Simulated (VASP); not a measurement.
# Ga (Cmce) in VASP: single point with PBE

Aim: the single point of Ga with PBE.

Program: VASP 6.6.1. These are calculated values, not measurements. Logs are shortened: lines on timing, memory, paths and dates and some standing lists are left out, and cuts for length are marked.

### 1 The structure

Symmetry: Cmce, No. 64, orthorhombic system. The conventional cell has a = 4.622 Å, b = 7.746 Å, c = 4.546 Å, α = 90.00°, β = 90.00°, γ = 90.00°. Around Ga (site symmetry m) lie 7 Ga at 2.53 to 2.84 Å.

### 2 Single point, PBE

File INCAR:

```
PREC = Accurate
ENCUT = 520
EDIFF = 1E-6
ISMEAR = -1
SIGMA = 0.1
LREAL = F
LASPH = T
NELM = 100
ALGO = Normal
ISIF = 2
LWAVE = F
LCHARG = F
GGA = PE
NBANDS = 34
```

File KPOINTS:

```
regular mesh
0
Gamma
  4 4 4
```

File POSCAR:

```
Ga
1.0
    2.3107965883     -3.8729245011      0.0000000000
    2.3107965883      3.8729245011      0.0000000000
    0.0000000000      0.0000000000      4.5463106629
Ga
4
Direct
    0.8442122842      0.1557877158      0.0839450123
    0.6557877158      0.3442122842      0.5839450123
    0.1557877158      0.8442122842      0.9160549877
    0.3442122842      0.6557877158      0.4160549877
```

Potentials or basis: VASP PAW PBE potentials, release 64 (Ga_d).

Started as:

```
> cat potpaw_PBE.64/Ga_d/POTCAR > POTCAR
> mpirun -np 1 vasp_std > vasp.out
```

OUTCAR:

```text
PREC = Accurate
   ENCUT = 520
   EDIFF = 1E-6
   ISMEAR = -1
   LREAL = F
   LASPH = T
   NELM = 100
   ISIF = 2
   GGA = PE

 ion  position               nearest neighbor table
   1  0.844  0.156  0.084-   3 2.53   2 2.70   2 2.70   4 2.76   4 2.76   3 2.84   3 2.84
   2  0.656  0.344  0.584-   4 2.53   1 2.70   1 2.70   3 2.76   3 2.76   4 2.84   4 2.84
   3  0.156  0.844  0.916-   1 2.53   4 2.70   4 2.70   2 2.76   2 2.76   1 2.84   1 2.84
   4  0.344  0.656  0.416-   2 2.53   3 2.70   3 2.70   1 2.76   1 2.76   2 2.84   2 2.84

  LATTYP: Found a base centered orthorhombic cell.
 ALAT       =     4.6215931766
 B/A-ratio  =     1.6760127312
 C/A-ratio  =     0.9837107009

  Lattice vectors:

 A1 = (   2.3107965883,  -3.8729245011,   0.0000000000)
 A2 = (   2.3107965883,   3.8729245011,   0.0000000000)
 A3 = (   0.0000000000,   0.0000000000,   4.5463106629)

Analysis of symmetry for initial positions (statically):
=====================================================================
 Subroutine PRICEL returns:
 Original cell was already a primitive cell.

 Routine SETGRP: Setting up the symmetry group for a
 base centered orthorhombic supercell.

 Subroutine GETGRP returns: Found  8 space group operations
 (whereof  4 operations were pure point group operations)
 out of a pool of  8 trial point group operations.

The static configuration has the point symmetry C_2h.
 The point group associated with its full space group is D_2h.

Analysis of symmetry for dynamics (positions and initial velocities):
=====================================================================
 Subroutine PRICEL returns:
 Original cell was already a primitive cell.

 Routine SETGRP: Setting up the symmetry group for a
 base centered orthorhombic supercell.

 Subroutine GETGRP returns: Found  8 space group operations
 (whereof  4 operations were pure point group operations)
 out of a pool of  8 trial point group operations.

The dynamic configuration has the point symmetry C_2h.
 The point group associated with its full space group is D_2h.

 Subroutine INISYM returns: Found  8 space group operations
 (whereof  4 operations are pure point group operations),
 and found     1 'primitive' translations

----------------------------------------------------------------------------------------

                                     Primitive cell

  volume of cell :      81.3748

  direct lattice vectors                    reciprocal lattice vectors
     2.310796588 -3.872924501  0.000000000     0.216375601 -0.129101406  0.000000000
     2.310796588  3.872924501  0.000000000     0.216375601  0.129101406  0.000000000
     0.000000000  0.000000000  4.546310663     0.000000000  0.000000000  0.219958572

  length of vectors
     4.509914086  4.509914086  4.546310663     0.251963437  0.251963437  0.219958572

  position of ions in fractional coordinates (direct lattice)
     0.844212284  0.155787716  0.083945012
     0.655787716  0.344212284  0.583945012
     0.155787716  0.844212284  0.916054988
     0.344212284  0.655787716  0.416054988

  ion indices of the primitive-cell ions
   primitive index   ion index
                 1           1
                 2           2
                 3           3
                 4           4

----------------------------------------------------------------------------------------

 KPOINTS: regular mesh

Automatic generation of k-mesh.
 Grid dimensions read from file:
 generate k-points for:    4    4    4

 Generating k-lattice:

  Cartesian coordinates                     Fractional coordinates (reciprocal lattice)
     0.054093900 -0.032275352  0.000000000     0.250000000  0.000000000  0.000000000
     0.054093900  0.032275352  0.000000000     0.000000000  0.250000000  0.000000000
     0.000000000  0.000000000  0.054989643     0.000000000  0.000000000  0.250000000

  Length of vectors
     0.062990859  0.062990859  0.054989643

  Shift w.r.t. Gamma in fractional coordinates (k-lattice)
     0.000000000  0.000000000  0.000000000

 Subroutine IBZKPT returns following result:
 ===========================================

 Found     21 irreducible k-points:

 Following reciprocal coordinates:
            Coordinates               Weight
  0.000000  0.000000  0.000000      1.000000
  0.250000  0.000000  0.000000      4.000000
  0.500000  0.000000  0.000000      2.000000
  0.250000  0.250000  0.000000      2.000000
  0.500000  0.250000  0.000000      4.000000
 -0.250000  0.250000  0.000000      2.000000
[... 13 lines left out ...]
 -0.250000  0.250000  0.500000      2.000000
  0.500000  0.500000  0.500000      1.000000
   k-points           NKPTS =     21   k-points in BZ     NKDIM =     21   number of bands    NBANDS=     34
   number of dos      NEDOS =    301   number of ions     NIONS =      4
   total plane-waves  NPLWV =  46656
   dimension x,y,z NGX =    36 NGY =   36 NGZ =   36
   dimension x,y,z NGXF=    72 NGYF=   72 NGZF=   72
   ions per type =               4
   NGX,Y,Z   is equivalent  to a cutoff of  13.27, 13.27, 13.16 a.u.
   NGXF,Y,Z  is equivalent  to a cutoff of  26.54, 26.54, 26.33 a.u.
 SYSTEM =  unknown system
   PREC   = accura    normal or accurate (medium, high low for compatibility)
   ISTART =      0    job   : 0-new  1-cont  2-samecut
   ICHARG =      2    charge: 1-file 2-atom 10-const
   ISPIN  =      1    spin polarized calculation?
   LNONCOLLINEAR =      F non collinear calculations
   LSORBIT =      F    spin-orbit coupling
   LASPH  =      T    aspherical Exc in radial PAW
   ENCUT  =  520.0 eV  38.22 Ry    6.18 a.u.   8.39  8.39  8.45*2*pi/ulx,y,z
   NELM   =    100;   NELMIN=  2; NELMDL= -5     # of ELM steps
   EDIFF  = 0.1E-05   stopping-criterion for ELM
   LREAL  =      F    real-space projection
   EDIFFG = 0.1E-04   stopping-criterion for IOM
   NSW    =      0    number of steps for IOM
   IBRION =     -1    ionic relax: 0-MD 1-quasi-New 2-CG
   NFREE  =      0    steps in history (QN), initial steepest desc. (CG)
   ISIF   =      2    stress and relaxation
   ISYM   =      2    0-nonsym 1-usesym 2-fastsym
   POTIM  = 0.5000    time-step for ionic-motion
   TEBEG  =    0.0;   TEEND  =   0.0 temperature during run
   PSTRESS=    0.0 pullay stress
   NELECT =      52.0000    total number of electrons
   NUPDOWN=      -1.0000    fix difference up-down
   EMIN   =  10.00;   EMAX   =-10.00  energy-range for DOS
   EFERMI =   0.00;   METHOD = LEGACY
   ISMEAR =    -1;   SIGMA  =   0.10  broadening in eV -4-tet -1-fermi 0-gaus
   EFERMI_NEDOS =   21; number of points for ismear=-14 and -15
   IALGO  =     38    algorithm
   IMIX   =      4    mixing-type and parameters
     AMIX     =   0.40;   BMIX     =  1.00
     AMIX_MAG =   1.60;   BMIX_MAG =  1.00
  volume/ion in A,a.u.               =      20.34       137.29
  Fermi-wavevector in a.u.,A,eV,Ry     =   1.410087  2.664679 27.053091  1.988346
  Thomas-Fermi vector in A             =   2.532077
   LORBIT       =      0    0 simple, 1 ext, 2 COOP (PROOUT), +10 PAW based schemes
   GGA     = PE    functional components
   LHFCALC =     F    Hartree Fock is set to
   AEXX    =    0.0000 exact exchange contribution
   IVDW    =     0    specifies the selected vdW correction
   LEPSILON=     F    determine dielectric tensor
   LRPA    =     F    only Hartree local field effects (RPA)
 non-spin polarized calculation
  energy-cutoff  :      520.00
  volume of cell :       81.37
 maximum number of plane-waves:      2216
 NGX is ok and might be reduce to    36
   NGX = 17   NGY = 17   NGZ = 17

 number of electron      52.0000004 magnetization

 Free energy of the ion-electron system (eV)
  ---------------------------------------------------
  ext. energy  EPLUGINS =         0.00000000
  ---------------------------------------------------
  free energy    TOTEN  =       -11.74325939 eV

  energy without entropy =      -11.71301033  energy(sigma->0) =      -11.72813486

 E-fermi :   4.6833     XC(G=0): -10.4658

 val. band max:        4.6726880286   @ k =   0.2500   0.2500   0.0000
 cond. band min:       4.6994616318   @ k =   0.0000   0.0000   0.5000
 fundamental gap:      0.0267736032
 Fermi energy:         4.6832954620

 k-point     1 :       0.0000    0.0000    0.0000
  band No.  band energies     occupation
      1     -10.3858      2.00000
      2     -10.3848      2.00000
      3     -10.3663      2.00000
      4     -10.3472      2.00000
      5     -10.3126      2.00000
      6     -10.2948      2.00000
[... 26 lines left out ...]
     33      11.4217      0.00000
     34      11.9209      0.00000

 k-point     2 :       0.2500    0.0000    0.0000
  band No.  band energies     occupation
      1     -10.3873      2.00000
      2     -10.3773      2.00000
      3     -10.3682      2.00000
      4     -10.3589      2.00000
      5     -10.3034      2.00000
      6     -10.2767      2.00000
[... 26 lines left out ...]
     33      10.6710      0.00000
     34      11.6328      0.00000

 k-point     3 :       0.5000    0.0000    0.0000
  band No.  band energies     occupation
      1     -10.3876      2.00000
      2     -10.3876      2.00000
      3     -10.3474      2.00000
      4     -10.3474      2.00000
      5     -10.3191      2.00000
      6     -10.3191      2.00000
[... 26 lines left out ...]
     33      11.5309      0.00000
     34      11.5309      0.00000
[... 593 lines left out ...]
 k-point    20 :      -0.2500    0.2500    0.5000
  band No.  band energies     occupation
      1     -10.3920      2.00000
      2     -10.3920      2.00000
      3     -10.3420      2.00000
      4     -10.3420      2.00000
      5     -10.3167      2.00000
      6     -10.3167      2.00000
[... 26 lines left out ...]
     33      11.7755      0.00000
     34      11.7755      0.00000

 k-point    21 :       0.5000    0.5000    0.5000
  band No.  band energies     occupation
      1     -10.4100      2.00000
      2     -10.4100      2.00000
      3     -10.3391      2.00000
      4     -10.3391      2.00000
      5     -10.3207      2.00000
      6     -10.3207      2.00000
[... 26 lines left out ...]
     33      13.3533      0.00000
     34      13.3533      0.00000

------------------------ aborting loop because EDIFF is reached ----------------------------------------

  FORCE on cell =-STRESS in cart. coord.  units (eV):
  Direction    XX          YY          ZZ          XY          YZ          ZX
  --------------------------------------------------------------------------------------
  -------------------------------------------------------------------------------------
  Total        0.0927136      0.0127016     -0.1510724      0.0000000      0.0000000      0.0000000
  in kB        1.8254265      0.2500809     -2.9744442      0.0000000      0.0000000      0.0000000
  external PRESSURE =      -0.2996456 kB  Pullay stress =       0.0000000 kB

 VOLUME and BASIS-vectors are now :
 -----------------------------------------------------------------------------
  energy-cutoff  :      520.00
  volume of cell :       81.37
      direct lattice vectors                 reciprocal lattice vectors
     2.310796588 -3.872924501  0.000000000     0.216375601 -0.129101406  0.000000000
     2.310796588  3.872924501  0.000000000     0.216375601  0.129101406  0.000000000
     0.000000000  0.000000000  4.546310663     0.000000000  0.000000000  0.219958572

 POSITION                                       TOTAL-FORCE (eV/Angst)
 -----------------------------------------------------------------------------------
      2.31080     -2.66622      0.38164         0.000000      0.161050      0.017503
      2.31080     -1.20671      2.65480         0.000000     -0.161050      0.017503
      2.31080      2.66622      4.16467         0.000000     -0.161050     -0.017503
      2.31080      1.20671      1.89152         0.000000      0.161050     -0.017503
 -----------------------------------------------------------------------------------
    total drift:                                0.000000     -0.000000      0.000000

  FREE ENERGIE OF THE ION-ELECTRON SYSTEM (eV)
  ---------------------------------------------------
  free  energy   TOTEN  =       -11.7432593883 eV

  energy  without entropy=      -11.7130103258  energy(sigma->0) =      -11.72813486
```

Run time: 64 s. Hardware: 1 thread of Intel Xeon Platinum 8488C (Sapphire Rapids), shared host; peak memory 0.21 GiB.

Results:

```
Free energy            : -11.7433 eV
Pressure               : 0.0 GPa
Largest force          : 0.162 eV/Å
Band gap on the k mesh : none (metal or under the smearing width)
```

Forces in eV/Å, atoms in the order of the input:
```
Ga   0.000  0.161  0.018
Ga   0.000 -0.161  0.018
Ga   0.000 -0.161 -0.018
Ga   0.000  0.161 -0.018
```

Stress tensor (GPa, compression positive):
```
 0.18  0.00  0.00
 0.00  0.03  0.00
 0.00  0.00 -0.30
```

Caveat: the k mesh is coarse (spacing up to 0.40 Å⁻¹), so the values aren't converged.
